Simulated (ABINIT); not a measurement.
TiB2:

```
Ti B
1.0
     3.02920    0.00000    0.00000
    -1.51460    2.62336    0.00000
     0.00000    0.00000    3.22840
Ti B
1 2
Direct
  0.00000 0.00000 0.00000
  0.66667 0.33333 0.50000
  0.33333 0.66667 0.50000
```

Base run:

```yaml
Program: ABINIT 10.8.3 (patched build)
Functional: PBE
Potentials_or_basis: PseudoDojo NC SR PBE v0.5 stringent
Cutoff: 1034 eV
k_mesh: 8 × 8 × 6
Occupations: fermi-dirac, width 0.05 eV
Spin: no spin polarisation
```

Its results: band gap on the k mesh none (metal or under the smearing width); pressure -0.1 GPa.

Task: The run is repeated on the same cell with these changes: potentials or basis from PseudoDojo NC SR PBE v0.5 stringent to Ansatz PAW PBE default generated set, frozen core; cutoff from 1034 eV to 381 eV. What comes out?

Result: Band gap on the k mesh none (metal or under the smearing width); pressure -0.5 GPa.

Caveats: the atomic spheres overlap (some runs).
